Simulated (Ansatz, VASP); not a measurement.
Two plane-wave programs on CuI (Marshite)

```
Cu I
1.0
     0.00000    3.03150    3.03150
     3.03150    0.00000    3.03150
     3.03150    3.03150    0.00000
Cu I
1 1
Direct
  0.25000 0.25000 0.25000
  0.00000 0.00000 0.00000
```

Alike in both runs: task single point; functional BLYP; k mesh 6 × 6 × 6; no spin polarisation.

|  | VASP | Ansatz |
| --- | --- | --- |
| version | VASP 6.6.1 | Ansatz 0.2.0 |
| potentials or method | VASP PAW PBE potentials, release 64 (Cu, I) | plane waves, PAW |
| plane-wave cutoff (eV) | 520 | 558 |
| occupations | methfessel-paxton of order 1, width 0.1 eV | cold |
| valence electrons in the cell | 18 | 36 |

```csv
,VASP,Ansatz,Ansatz less VASP
pressure (GPa),3.8,3.5,-0.28
```

The two sets of potentials don't hold the same shells in valence.

Caveats: the PAW data sets were made with another functional, which shifts forces and pressure a little (VASP).
